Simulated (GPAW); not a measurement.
Consider BAs (F-43m).

```xyz
2
Lattice="0.0000 2.3885 2.3885 2.3885 0.0000 2.3885 2.3885 2.3885 0.0000" Properties=species:S:1:pos:R:3 pbc="T T T"
As    3.5827    3.5827    3.5827
B     0.0000    0.0000    0.0000
```

Absorber: atom 1, with 4 B at 2.07 Å (tetrahedral, site symmetry -43m). Method: GPAW, PBE, full core hole (charged cell), 12-atom cell with 5.9 Å between holes, 5×5×5 k points, dipole transitions, Gaussian full width 2.14 eV up to 4 eV, rising linearly to 3.5 eV at 25 eV.

Q: What does the As K edge look like?

Main maxima up to 27 eV above the zero (height): 3.6 eV (1.70) and 14.4 eV (1.53). A K edge sees empty p states on the absorber. 

The As K spectrum (energy from the lowest empty level; intensity scaled to a mean of 1 over the first 20 eV):

| E (eV) | intensity |
| --- | --- |
| -2.0 | 0.00 |
| -1.4 | 0.01 |
| -0.8 | 0.06 |
| -0.2 | 0.18 |
| 0.4 | 0.39 |
| 1.0 | 0.70 |
| 1.6 | 1.03 |
| 2.2 | 1.33 |
| 2.8 | 1.57 |
| 3.4 | 1.70 |
| 4.0 | 1.66 |
| 4.6 | 1.51 |
| 5.2 | 1.32 |
| 5.8 | 1.19 |
| 6.4 | 1.13 |
| 7.0 | 1.08 |
| 7.6 | 1.01 |
| 8.2 | 0.90 |
| 8.8 | 0.80 |
| 9.4 | 0.72 |
| 10.0 | 0.69 |
| 10.6 | 0.70 |
| 11.2 | 0.74 |
| 11.8 | 0.82 |
| 12.4 | 0.97 |
| 13.0 | 1.17 |
| 13.6 | 1.38 |
| 14.2 | 1.52 |
| 14.8 | 1.51 |
| 15.4 | 1.33 |
| 16.0 | 1.05 |
| 16.6 | 0.78 |
| 17.2 | 0.59 |
| 17.8 | 0.48 |
| 18.4 | 0.43 |
| 19.0 | 0.42 |
| 19.6 | 0.42 |
| 20.2 | 0.45 |
| 20.8 | 0.48 |
| 21.4 | 0.52 |
| 22.0 | 0.55 |
| 22.6 | 0.58 |
| 23.2 | 0.59 |
| 23.8 | 0.60 |
| 24.4 | 0.60 |
| 25.0 | 0.60 |
| 25.6 | 0.60 |
| 26.2 | 0.60 |
| 26.8 | 0.60 |
| 27.4 | 0.60 |
| 28.0 | 0.59 |

The script folds with a Gaussian, whereas the core hole's own line is a Lorentzian, so the onset is too steep and the first peak too high. The holes are only 5.9 Å apart, so the shape is probably not converged with cell size; no larger cell was run here. The structure is a published determination, not relaxed.

[Banner, clock and machine lines of the logs are left out without a mark of their own.]

[Logs are printed without paths, hosts, clocks, repeated set-up lines and the standing remarks that a program may print on its own settings, such as how far it seeks lower states.]

[Hosts, paths, dates, database ids (printed as entryN), source tags and the programs' standing remarks are cut or masked in the printed files.]

[Lists of maxima count a maximum above −3 eV only where it reaches 4 % of the highest in the window and stands out from its surroundings by 2 % of it (1.5 % where it reaches 55 %); shoulders and weaker maxima are passed over, and of the rest the first, up to two pre-edge ones and the few strongest are named.]
